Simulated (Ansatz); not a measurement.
# BN (P6_3/mmc), stationary points along a deformation path

Method: Ansatz, DFT PBEsol, scalar-relativistic, plane waves, PAW. The runs took a 420 eV cutoff, a Γ-centred 12×12×4 mesh and Gaussian smearing (0.05 eV). No spin polarisation. Energies are free energies at this smearing, counted from the undisturbed cell; pressure is positive in compression.

The starting cell (as given, not relaxed at this level; it stands at 0.4 GPa):

```
CELL_PARAMETERS angstrom
2.50399 0.00000 0.00000
-1.25200 2.16852 0.00000
0.00000 0.00000 6.66120
ATOMIC_POSITIONS crystal
B 0.33333 0.66667 0.25000
B 0.66667 0.33333 0.75000
N 0.33333 0.66667 0.75000
N 0.66667 0.33333 0.25000
```

The cell holds layers and no dispersion correction was added, so their binding is poorly described.

At fixed volume and fractional coordinates, lengths along (0.000, 0.000, 1.000) are scaled against those across it; ρ is that ratio over its starting value. V = 9.043 Å³/atom. Δσ is the stress along the axis less the mean stress across it (compression positive).

```
    ρ  ΔE (meV/atom)  Δσ (GPa) space group
0.800          316.5     70.03     P6_3/mmc
0.850          174.5     54.10     P6_3/mmc
0.920           48.6     29.81     P6_3/mmc
0.960           12.3     15.34     P6_3/mmc
1.000            0.0      0.61     P6_3/mmc
1.050           15.9    -18.11     P6_3/mmc
1.100           64.0    -37.08     P6_3/mmc
1.200          247.6    -75.77     P6_3/mmc
1.300          534.4   -115.39     P6_3/mmc
```

Task: How does the stress give the slope of the energy, and where is the energy stationary?

Result: Along the path d ln(length) is 2/3 d ln ρ on the axis and −1/3 d ln ρ across it, so dE/d ln ρ = −(2/3) V Δσ: the energy falls with ρ where Δσ is positive. Δσ vanishes or changes sign between ρ = 1.000 and 1.050, a minimum (near 1.00 by linear interpolation). Pairs of stationary points between two samples would go unseen, and could change a minimum read from distant neighbours into a maximum.

Task: Integrate that slope from ρ = 1 to 1.200 by the trapezoid rule.

Result: With V/N in Å³ and 1 eV/Å³ = 160.2 GPa the slopes at ρ = 1.000, 1.050, 1.100, 1.200 are -23, 681, 1395, 2851 meV/atom per unit of ln ρ. The steps add 16.1 + 48.3 + 184.7 = 249.1 meV/atom, against 247.6 from the energies; the trapezoid rule misses the curvature of the slope within each step.